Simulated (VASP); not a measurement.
## BN: vibrations by finite differences with PBE+D3(BJ)

The system is BN.

```
B N
1.0
     2.48999    0.00000    0.00000
    -1.24500    2.15639    0.00000
     0.00000    0.00000    6.54127
B N
2 2
Direct
  0.33333 0.66667 0.25000
  0.66667 0.33333 0.75000
  0.33333 0.66667 0.75000
  0.66667 0.33333 0.25000
```

The cell isn't the ideal one: a relaxed cell with its volume scaled by 0.98.

- Program: VASP 6.6.1
- Task: vibrations by finite differences
- Functional: PBE
- Dispersion: D3(BJ)
- Potentials or basis: VASP PAW PBE potentials, release 64 (B, N)
- Cutoff: 520 eV
- k mesh: 15 × 15 × 6
- Occupations: gaussian, width 0.02 eV
- Spin: no spin polarisation

```
Highest phonon frequency at Γ, LO-TO splitting left out : 1389 cm⁻¹
Dispersion energy per atom                              : -0.145 eV
```

Phonon frequencies in cm⁻¹ (negative: imaginary):
```
              q point                                  frequencies
(0.000, 0.000, 0.000)  0 0 0 47 47 127 737 793 1389 1389 1389 1389
```

Wall time 10 min on 1 thread of Intel(R) Xeon(R) Platinum 8488C (Sapphire Rapids) (shared host), peak memory 0.46 GiB.
